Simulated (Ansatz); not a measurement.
# C4H8 (1-butene): HF/6-31G(d) (spherical functions)

Aim: the energy change on altering one bond length of C4H8 (1-butene) at HF/6-31G* (spherical functions), from 2 runs. 

The results are computed with Ansatz 0.2.0.

31 further runs of the same task are left out: 31 set aside as unsound or not needed.

## (1) The structure to begin with

C4H8: 12 atoms, total charge 0, spin state singlet. SMILES: `C=CCC`. Geometry: relaxed at PBE0-D4/def2-TZVP. This is one conformer, not always the lowest.

Bond lengths: C1–C2 1.325 Å, C2–C3 1.492 Å, C3–C4 1.525 Å, C1–H5 1.086 Å, C1–H6 1.084 Å, C2–H7 1.090 Å, C3–H8 1.094 Å, C3–H9 1.097 Å, C4–H10 1.093 Å, C4–H11 1.092 Å, C4–H12 1.092 Å. Some angles: C1–C2–C3 125.3°, C2–C3–C4 112.5°, C1–C2–H7 118.9°, C3–C2–H7 115.8°, C2–C1–H5 121.3°, C2–C1–H6 121.7°, C2–C3–H8 109.5°, C2–C3–H9 109.0°, C4–C3–H8 110.2°, C4–C3–H9 108.9°.

## (2) A single-point energy at HF/6-31G(d) (spherical functions)

job.yaml

```yaml
crystal:
  periodic: [false, false, false]
  atoms:
    - {symbol: C, position_ang: [-0.102800, 1.905000, 0.560800]}
    - {symbol: C, position_ang: [0.327700, 0.889700, -0.174300]}
    - {symbol: C, position_ang: [-0.446000, -0.352500, -0.465500]}
    - {symbol: C, position_ang: [0.258200, -1.608200, 0.036200]}
    - {symbol: H, position_ang: [-1.092900, 1.899200, 1.007100]}
    - {symbol: H, position_ang: [0.512900, 2.778300, 0.742300]}
    - {symbol: H, position_ang: [1.330000, 0.935100, -0.599700]}
    - {symbol: H, position_ang: [-1.442300, -0.274800, -0.019600]}
    - {symbol: H, position_ang: [-0.593000, -0.436900, -1.549400]}
    - {symbol: H, position_ang: [1.253200, -1.704600, -0.406500]}
    - {symbol: H, position_ang: [0.380200, -1.579000, 1.121300]}
    - {symbol: H, position_ang: [-0.308300, -2.506700, -0.218800]}
basis:
  gaussian:
    orbitals: 6-31G_st_-spherical.json
hamiltonian:
  xc: hf
accuracy: high
output: {orbitals: {seedname: orbitals}}
```

The basis set 6-31G* is read from a file made from the Basis Set Exchange's data (not shown).

Started as:

```console
$ ansatz run job.yaml --threads 1 --pin off --max-ram 3480MiB --events-out events.jsonl --progress --plain --runs-dir runs
```

Standard output:

```text
Warning: RAYON_NUM_THREADS=1 ignored (pool sized by the plan → 1); use --threads N
Functional definition: HF
  name "HF"
  exchange = exact_x
  correlation = 0
1830 factors; integrals over basis functions are off by at most 3.2e-9 eV
mean field evaluation 1: about -4245.7131 eV, gradient 2.6e1 eV
mean field evaluation 2: about -4245.7132 eV, gradient 2.6e1 eV
mean field evaluation 4: about -4247.8077 eV, gradient 2.5e0 eV
mean field evaluation 8: about -4247.8279 eV, gradient 2.2e-2 eV
mean field -4247.82794206 eV, -156.1047975896 hartree, gradient 3.9e-8 eV, S^2 0.000000; 0 other end points of the search recorded, 0 dependent functions left out
reference -4247.82794206 eV, -156.1047975896 hartree; 16, 16 occupied and 56, 56 virtual orbitals, 1830 factors
Total energy: -4247.82794206 eV, -156.1047975896 hartree
```

Wall time 2.3 s (1 thread of Intel Xeon Platinum 8488C (Sapphire Rapids), shared host); peak memory 0.18 GiB.

## (3) The distorted shape, same level

run.yaml

```yaml
crystal:
  periodic: [false, false, false]
  atoms:
    - symbol: C
      position_ang: [0.196107, 1.881689, 0.427022]
    - symbol: C
      position_ang: [0.626607, 0.866389, -0.308078]
    - symbol: C
      position_ang: [-0.147093, -0.375811, -0.599278]
    - symbol: C
      position_ang: [0.557107, -1.631511, -0.097578]
    - symbol: H
      position_ang: [-0.793993, 1.875889, 0.873322]
    - symbol: H
      position_ang: [0.811807, 2.754989, 0.608522]
    - symbol: H
      position_ang: [1.628907, 0.911789, -0.733478]
    - symbol: H
      position_ang: [-1.442300, -0.274800, -0.019600]
    - symbol: H
      position_ang: [-0.294093, -0.460211, -1.683178]
    - symbol: H
      position_ang: [1.552107, -1.727911, -0.540278]
    - symbol: H
      position_ang: [0.679107, -1.602311, 0.987522]
    - symbol: H
      position_ang: [-0.009393, -2.530011, -0.352578]
basis:
  gaussian:
    orbitals: 6-31G_st_-spherical.json
hamiltonian:
  xc: hf
accuracy: high
output:
  orbitals: {seedname: orbitals}
```

The basis set 6-31G* is read from a file made from the Basis Set Exchange's data (not shown).

Started as:

```console
$ ansatz run run.yaml --threads 1 --pin off --max-ram 3480MiB --events-out events.jsonl --progress --plain --runs-dir runs
```

Standard output:

```text
Warning: RAYON_NUM_THREADS=1 ignored (pool sized by the plan → 1); use --threads N
Functional definition: HF
  name "HF"
  exchange = exact_x
  correlation = 0
1832 factors; integrals over basis functions are off by at most 3.3e-9 eV
mean field evaluation 1: about -4244.5364 eV, gradient 2.6e1 eV
mean field evaluation 2: about -4244.5358 eV, gradient 2.6e1 eV
mean field evaluation 4: about -4246.6692 eV, gradient 2.6e0 eV
mean field evaluation 8: about -4246.6924 eV, gradient 1.2e-4 eV
mean field -4246.69244416 eV, -156.0630688115 hartree, gradient 1.9e-8 eV, S^2 0.000000; 0 other end points of the search recorded, 0 dependent functions left out
reference -4246.69244416 eV, -156.0630688115 hartree; 16, 16 occupied and 56, 56 virtual orbitals, 1832 factors
Total energy: -4246.69244416 eV, -156.0630688115 hartree
```

Wall time 2.9 s (1 thread of Intel Xeon Platinum 8488C (Sapphire Rapids), shared host); peak memory 0.19 GiB.

## (4) Outcome

At HF/6-31G* (spherical functions):

| quantity | value |
| --- | --- |
| first shape: total energy | -156.10480 Eh |
| first shape: HOMO energy | -9.66 eV |
| first shape: LUMO energy | 5.07 eV |
| first shape: HOMO–LUMO gap | 14.73 eV |
| distorted shape: total energy | -156.06307 Eh |
| distorted shape: HOMO energy | -9.72 eV |
| distorted shape: LUMO energy | 5.01 eV |
| distorted shape: HOMO–LUMO gap | 14.72 eV |
| energy change with the C3–H8 bond stretched from 1.094 to 1.423 Å | 1.135 eV |

With the C3–H8 bond stretched from 1.094 to 1.423 Å the energy rises by 1.14 eV (26 kcal/mol). The first shape isn't relaxed at this level, so the change isn't measured from a minimum.
